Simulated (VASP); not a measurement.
# BN (P6_3/mmc) in VASP: further runs

Runs on BN. Level: PBE. Tasks: relaxation of cell and atoms.

All numbers are computed with VASP 6.6.1; they aren't measurements. Logs are shortened: lines on timing, memory, paths and dates and some standing lists are left out, and cuts for length are marked.

**1. Starting point**

It takes space group P6_3/mmc (No. 194, hexagonal). Conventional cell: a = 2.498 Å, b = 2.498 Å, c = 6.636 Å, α = 90.00°, β = 90.00°, γ = 120.00°. Around B (site symmetry -6m2) lie 3 N at 1.44 Å. N (site symmetry -6m2) has 3 B at 1.44 Å as nearest neighbours.

**2. Relaxation of cell and atoms, PBE**

Input file INCAR:

```
ALGO = Normal
EDIFF = 1E-7
EDIFFG = -0.002
ENCUT = 520
GGA = PE
IBRION = 2
ISIF = 3
ISMEAR = 0
LASPH = T
LCHARG = F
LREAL = F
LWAVE = F
NELM = 60
NSW = 80
PREC = Accurate
SIGMA = 0.02
```

Input file KPOINTS:

```
k-points
0
Gamma
  15 15 6
```

Input file POSCAR:

```
BN
1.0
    2.4982400000      0.0000000000      0.0000000000
   -1.2491200000      2.1635393000      0.0000000000
    0.0000000000      0.0000000000      6.6357000000
B N
2 2
Direct
    0.3333333300      0.6666666700      0.2500000000
    0.6666666700      0.3333333300      0.7500000000
    0.3333333300      0.6666666700      0.7500000000
    0.6666666700      0.3333333300      0.2500000000
```

Potentials or basis: VASP PAW PBE potentials, release 64 (B, N).

Started as:

```console
> cat potpaw_PBE.64/B/POTCAR potpaw_PBE.64/N/POTCAR > POTCAR
> mpirun -np 1 vasp_std > vasp.out
```

OUTCAR:

```text
EDIFF = 1E-7
   EDIFFG = -0.002
   ENCUT = 520
   GGA = PE
   IBRION = 2
   ISIF = 3
   ISMEAR = 0
   LASPH = T
   LREAL = F
   NELM = 60
   NSW = 80
   PREC = Accurate

 ion  position               nearest neighbor table
   1  0.333  0.667  0.250-   4 1.44   4 1.44   4 1.44
   2  0.667  0.333  0.750-   3 1.44   3 1.44   3 1.44
   3  0.333  0.667  0.750-   2 1.44   2 1.44   2 1.44
   4  0.667  0.333  0.250-   1 1.44   1 1.44   1 1.44

  LATTYP: Found a hexagonal cell.
 ALAT       =     2.4982400000
 C/A-ratio  =     2.6561499296

  Lattice vectors:

 A1 = (   2.4982400000,   0.0000000000,   0.0000000000)
 A2 = (  -1.2491200000,   2.1635393000,   0.0000000000)
 A3 = (   0.0000000000,   0.0000000000,   6.6357000000)

Analysis of symmetry for initial positions (statically):
=====================================================================
 Subroutine PRICEL returns:
 Original cell was already a primitive cell.

 Routine SETGRP: Setting up the symmetry group for a
 hexagonal supercell.

 Subroutine GETGRP returns: Found 24 space group operations
 (whereof 12 operations were pure point group operations)
 out of a pool of 24 trial point group operations.

The static configuration has the point symmetry D_3d.
 The point group associated with its full space group is D_6h.

Analysis of symmetry for dynamics (positions and initial velocities):
=====================================================================
 Subroutine PRICEL returns:
 Original cell was already a primitive cell.

 Routine SETGRP: Setting up the symmetry group for a
 hexagonal supercell.

 Subroutine GETGRP returns: Found 24 space group operations
 (whereof 12 operations were pure point group operations)
 out of a pool of 24 trial point group operations.

The dynamic configuration has the point symmetry D_3d.
 The point group associated with its full space group is D_6h.

 Subroutine INISYM returns: Found 24 space group operations
 (whereof 12 operations are pure point group operations),
 and found     1 'primitive' translations

----------------------------------------------------------------------------------------

                                     Primitive cell

  volume of cell :      35.8662

  direct lattice vectors                    reciprocal lattice vectors
     2.498240000  0.000000000  0.000000000     0.400281798  0.231102805  0.000000000
    -1.249120000  2.163539300  0.000000000     0.000000000  0.462205609  0.000000000
     0.000000000  0.000000000  6.635700000     0.000000000  0.000000000  0.150700002

  length of vectors
     2.498240000  2.498239996  6.635700000     0.462205608  0.462205609  0.150700002

  position of ions in fractional coordinates (direct lattice)
     0.333333330  0.666666670  0.250000000
     0.666666670  0.333333330  0.750000000
     0.333333330  0.666666670  0.750000000
     0.666666670  0.333333330  0.250000000

  ion indices of the primitive-cell ions
   primitive index   ion index
                 1           1
                 2           2
                 3           3
                 4           4

----------------------------------------------------------------------------------------

 KPOINTS: k-points

Automatic generation of k-mesh.
 Grid dimensions read from file:
 generate k-points for:   15   15    6

 Generating k-lattice:

  Cartesian coordinates                     Fractional coordinates (reciprocal lattice)
     0.026685453  0.015406854  0.000000000     0.066666667 -0.000000000  0.000000000
     0.000000000  0.030813707  0.000000000     0.000000000  0.066666667  0.000000000
     0.000000000  0.000000000  0.025116667     0.000000000  0.000000000  0.166666667

  Length of vectors
     0.030813707  0.030813707  0.025116667

  Shift w.r.t. Gamma in fractional coordinates (k-lattice)
     0.000000000  0.000000000  0.000000000

 Subroutine IBZKPT returns following result:
 ===========================================

 Found    108 irreducible k-points:

 Following reciprocal coordinates:
            Coordinates               Weight
  0.000000  0.000000  0.000000      1.000000
  0.066667  0.000000  0.000000      6.000000
  0.133333 -0.000000  0.000000      6.000000
  0.200000 -0.000000  0.000000      6.000000
  0.266667 -0.000000  0.000000      6.000000
  0.333333  0.000000  0.000000      6.000000
[... 16 lines left out ...]
  0.333333  0.200000  0.000000     12.000000
  0.400000  0.200000  0.000000      6.000000
 [... further k-points ...]
   k-points           NKPTS =    108   k-points in BZ     NKDIM =    108   number of bands    NBANDS=     12
   number of dos      NEDOS =    301   number of ions     NIONS =      4
   total plane-waves  NPLWV =  20000
   dimension x,y,z NGX =    20 NGY =   20 NGZ =   50
   dimension x,y,z NGXF=    40 NGYF=   40 NGZF=  100
   ions per type =               2   2
   NGX,Y,Z   is equivalent  to a cutoff of  13.31, 13.31, 12.53 a.u.
   NGXF,Y,Z  is equivalent  to a cutoff of  26.62, 26.62, 25.05 a.u.
 SYSTEM =  unknown system
   PREC   = accura    normal or accurate (medium, high low for compatibility)
   ISTART =      0    job   : 0-new  1-cont  2-samecut
   ICHARG =      2    charge: 1-file 2-atom 10-const
   ISPIN  =      1    spin polarized calculation?
   LNONCOLLINEAR =      F non collinear calculations
   LSORBIT =      F    spin-orbit coupling
   LASPH  =      T    aspherical Exc in radial PAW
   ENCUT  =  520.0 eV  38.22 Ry    6.18 a.u.   4.65  4.65 12.34*2*pi/ulx,y,z
   NELM   =     60;   NELMIN=  2; NELMDL= -5     # of ELM steps
   EDIFF  = 0.1E-06   stopping-criterion for ELM
   LREAL  =      F    real-space projection
   EDIFFG = -.2E-02   stopping-criterion for IOM
   NSW    =     80    number of steps for IOM
   IBRION =      2    ionic relax: 0-MD 1-quasi-New 2-CG
   NFREE  =      1    steps in history (QN), initial steepest desc. (CG)
   ISIF   =      3    stress and relaxation
   ISYM   =      2    0-nonsym 1-usesym 2-fastsym
   POTIM  = 0.5000    time-step for ionic-motion
   TEBEG  =    0.0;   TEEND  =   0.0 temperature during run
   PSTRESS=    0.0 pullay stress
   NELECT =      16.0000    total number of electrons
   NUPDOWN=      -1.0000    fix difference up-down
   EMIN   =  10.00;   EMAX   =-10.00  energy-range for DOS
   EFERMI =   0.00;   METHOD = LEGACY
   ISMEAR =     0;   SIGMA  =   0.02  broadening in eV -4-tet -1-fermi 0-gaus
   EFERMI_NEDOS =   21; number of points for ismear=-14 and -15
   IALGO  =     38    algorithm
   IMIX   =      4    mixing-type and parameters
     AMIX     =   0.40;   BMIX     =  1.00
     AMIX_MAG =   1.60;   BMIX_MAG =  1.00
  volume/ion in A,a.u.               =       8.97        60.51
  Fermi-wavevector in a.u.,A,eV,Ry     =   1.250891  2.363842 21.289433  1.564729
  Thomas-Fermi vector in A             =   2.384864
   LORBIT       =      0    0 simple, 1 ext, 2 COOP (PROOUT), +10 PAW based schemes
   GGA     = PE    functional components
   LHFCALC =     F    Hartree Fock is set to
   AEXX    =    0.0000 exact exchange contribution
   IVDW    =     0    specifies the selected vdW correction
   LEPSILON=     F    determine dielectric tensor
   LRPA    =     F    only Hartree local field effects (RPA)
 conjugate gradient relaxation of ions
 non-spin polarized calculation
 Gauss-broadening in eV      SIGMA  =   0.02
  energy-cutoff  :      520.00
  volume of cell :       35.87
 maximum number of plane-waves:       985
 NGX is ok and might be reduce to    20
   NGX =  9   NGY =  9   NGZ = 25

--------------------------------------- Ionic step        1  -------------------------------------------

 number of electron      15.9999997 magnetization

 Free energy of the ion-electron system (eV)
  ---------------------------------------------------
  ext. energy  EPLUGINS =         0.00000000
  ---------------------------------------------------
  free energy    TOTEN  =       -35.14691838 eV

  energy without entropy =      -35.14691838  energy(sigma->0) =      -35.14691838

------------------------ aborting loop because EDIFF is reached ----------------------------------------

  FORCE on cell =-STRESS in cart. coord.  units (eV):
  Direction    XX          YY          ZZ          XY          YZ          ZX
  --------------------------------------------------------------------------------------
  -------------------------------------------------------------------------------------
  Total        1.4090917      1.4090917      0.6368124      0.0000000      0.0000000      0.0000000
  in kB       62.9454210     62.9454208     28.4469970      0.0000000      0.0000000      0.0000000
  external PRESSURE =      51.4459463 kB  Pullay stress =       0.0000000 kB
[... 464 lines left out ...]
  FREE ENERGIE OF THE ION-ELECTRON SYSTEM (eV)
  ---------------------------------------------------
  free  energy   TOTEN  =       -35.1567252520 eV

  energy  without entropy=      -35.1567252520  energy(sigma->0) =      -35.15672525

[... ionic steps 4 to 7 ...]

--------------------------------------- Ionic step        8  -------------------------------------------

 number of electron      15.9999994 magnetization

------------------------ aborting loop because EDIFF is reached ----------------------------------------

  FORCE on cell =-STRESS in cart. coord.  units (eV):
  Direction    XX          YY          ZZ          XY          YZ          ZX
  --------------------------------------------------------------------------------------
  -------------------------------------------------------------------------------------
  Total       -0.0485010     -0.0485010      0.0033416      0.0000000     -0.0000000      0.0000000
  in kB       -1.9579846     -1.9579846      0.1349022      0.0000000     -0.0000000      0.0000000
  external PRESSURE =      -1.2603556 kB  Pullay stress =       0.0000000 kB
[... 430 lines left out ...]
  energy  without entropy=      -35.1832867221  energy(sigma->0) =      -35.18328672

--------------------------------------- Ionic step       10  -------------------------------------------

 number of electron      15.9999994 magnetization

 Free energy of the ion-electron system (eV)
  ---------------------------------------------------
  ext. energy  EPLUGINS =         0.00000000
  ---------------------------------------------------
  free energy    TOTEN  =       -35.18383252 eV

  energy without entropy =      -35.18383252  energy(sigma->0) =      -35.18383252

 E-fermi :   1.6982     XC(G=0):  -9.4644

 val. band max:        1.5555908156   @ k =   0.3333   0.3333   0.5000
 cond. band min:       5.9833025336   @ k =   0.4667   0.0667   0.0000
 fundamental gap:      4.4277117180
 Fermi energy:         1.6982491542

 k-point     1 :       0.0000    0.0000    0.0000
  band No.  band energies     occupation
      1     -16.1197      2.00000
      2     -15.9748      2.00000
      3      -4.2754      2.00000
      4      -2.9196      2.00000
      5       0.2083      2.00000
      6       0.2083      2.00000
      7       0.2229      2.00000
      8       0.2229      2.00000
      9       6.3650      0.00000
     10      10.8139      0.00000
     11      13.0442      0.00000
     12      13.0442      0.00000
[... 376 lines left out ...]
  FREE ENERGIE OF THE ION-ELECTRON SYSTEM (eV)
  ---------------------------------------------------
  free  energy   TOTEN  =       -35.1838325197 eV

  energy  without entropy=      -35.1838325197  energy(sigma->0) =      -35.18383252

 reached required accuracy - stopping structural energy minimisation
```

Run time: 1.9 min. Hardware: 1 thread of Intel Xeon 6975P-C (Granite Rapids), shared host; peak memory 0.18 GiB.

What came out:

```yaml
Free_energy: -35.1838 eV
Relaxed_volume: 9.92 Å³/atom
Relaxed_cell: a = 2.512 Å, b = 2.512 Å, c = 7.257 Å, α = 90.00°, β = 90.00°, γ = 120.00°
Space_group_after_relaxing_to_0.05_Å: P6_3/mmc (No. 194)
Energy_gained_by_relaxing: 9.2 meV/atom
Ionic_steps: 10
Pressure_after_relaxing: 0.0 GPa
Band_gap_on_the_k_mesh: 4.43 eV, indirect (least direct gap 4.64 eV)
```

Step by step:
| step | energy change (eV) | largest force (eV/Å) | pressure (GPa) | volume (Å³) |
| --- | --- | --- | --- | --- |
| 1 | 0.0000 | 0.0000 | 5.14 | 35.87 |
| 2 | 0.0163 | 0.0000 | -6.60 | 37.38 |
| 3 | -0.0098 | 0.0000 | 0.45 | 36.43 |
| 4 | -0.0140 | 0.0000 | 0.41 | 36.69 |
| 5 | -0.0243 | 0.0000 | 0.27 | 37.46 |
| 6 | -0.0357 | 0.0000 | 0.00 | 39.01 |
| 7 | -0.0369 | 0.0000 | -0.14 | 39.75 |
| 8 | -0.0369 | 0.0000 | -0.13 | 39.69 |
| 9 | -0.0364 | 0.0000 | 1.00 | 39.53 |
| 10 | -0.0369 | 0.0000 | 0.01 | 39.67 |

Final structure:
```xyz
4
Lattice="2.5123 0.0000 0.0000 -1.2562 2.1758 0.0000 0.0000 0.0000 7.2570" Properties=species:S:1:pos:R:3 pbc="T T T"
B     0.0000    1.4505    1.8143
B     1.2562    0.7253    5.4428
N     0.0000    1.4505    5.4428
N     1.2562    0.7253    1.8143
```

Levels at points of the mesh, in eV from the valence-band top:
```
           k point  band 5  band 6  band 7  band 8  band 9  band 10  band 11  band 12
(0.00, 0.00, 0.00)   -1.35   -1.35   -1.33   -1.33    4.81     9.26    11.49    11.49
(0.00, 0.00, 0.50)   -1.34   -1.34   -1.34   -1.34    6.70     6.70    11.52    11.52
```

Caveat: an odd mesh through Γ misses points on the zone boundary, where band edges often lie; this functional lacks dispersion, which binds the layers, so the pressure and a relaxed spacing across them are unreliable; the volume moved by +11 % from the deposited cell, more than functionals usually miss.

**3. Relaxation of cell and atoms, PBE**

This run uses another cell than the first one, of 9.92 Å³/atom, 1.106 times its volume.

INCAR is that of step 2.

KPOINTS is that of step 2.

Input file POSCAR:

```
BN                                      
1.0
    2.5123400676     -0.0000000000      0.0000000000
   -1.2561700338      2.1757503167     -0.0000000000
   -0.0000000000     -0.0000000000      7.2570411011
  B               N             
     2     2
Direct
     0.3333333300000021    0.6666666699999979    0.2500000000000000
     0.6666666699999979    0.3333333300000021    0.7500000000000000
     0.3333333300000021    0.6666666699999979    0.7500000000000000
     0.6666666699999979    0.3333333300000021    0.2500000000000000
```

Potentials or basis: VASP PAW PBE potentials, release 64 (B, N).

Started as:

```console
> cat potpaw_PBE.64/B/POTCAR potpaw_PBE.64/N/POTCAR > POTCAR
> mpirun -np 1 vasp_std > vasp.out
```

It took 2.6 min on 1 thread of Intel Xeon 6975P-C (Granite Rapids), shared host; peak memory 0.18 GiB.

The run converged. Its results:

| Property | Result |
| --- | --- |
| Free energy | -35.1993 eV |
| Relaxed volume | 10.49 Å³/atom |
| Relaxed cell | a = 2.513 Å, b = 2.513 Å, c = 7.671 Å, α = 90.00°, β = 90.00°, γ = 120.00° |
| Space group after relaxing (to 0.05 Å) | P6_3/mmc (No. 194) |
| Energy gained by relaxing | 1.4 meV/atom |
| Ionic steps | 14 |
| Pressure after relaxing | 0.0 GPa |
| Band gap on the k mesh | 4.50 eV, indirect (least direct gap 4.65 eV) |

The path:
```
step  energy change (eV)  largest force (eV/Å)  pressure (GPa)  volume (Å³)
   1              0.0000                0.0000            0.34        39.67
   2             -0.0005                0.0000            0.13        39.79
   3             -0.0015                0.0000           -0.47        40.15
   4             -0.0019                0.0000           -1.63        40.87
   5             -0.0020                0.0000           -1.28        40.65
   6             -0.0021                0.0000           -1.27        40.66
   7             -0.0023                0.0000           -1.23        40.70
   8             -0.0027                0.0000           -1.15        40.78
   9             -0.0035                0.0000           -1.00        40.95
  10             -0.0047                0.0000           -0.70        41.28
  11             -0.0058                0.0000           -0.13        41.94
  12             -0.0058                0.0000           -0.09        41.99
  13             -0.0058                0.0000           -0.05        41.96
  14             -0.0058                0.0000           -0.01        41.94
```

Final structure:
```xyz
4
Lattice="2.5125 0.0000 0.0000 -1.2563 2.1759 0.0000 0.0000 0.0000 7.6713" Properties=species:S:1:pos:R:3 pbc="T T T"
B     0.0000    1.4506    1.9178
B     1.2563    0.7253    5.7535
N     0.0000    1.4506    5.7535
N     1.2563    0.7253    1.9178
```

Levels at points of the mesh, in eV from the valence-band top:
| k point | band 6 | band 7 | band 8 | band 9 | band 10 | band 11 |
| --- | --- | --- | --- | --- | --- | --- |
| (0.00, 0.00, 0.00) | -1.35 | -1.34 | -1.34 | 4.61 | 8.63 | 10.98 |
| (0.00, 0.00, 0.50) | -1.34 | -1.34 | -1.34 | 6.24 | 6.24 | 11.51 |

Caveat: an odd mesh through Γ misses points on the zone boundary, where band edges often lie; this functional lacks dispersion, which binds the layers, so the pressure and a relaxed spacing across them are unreliable.
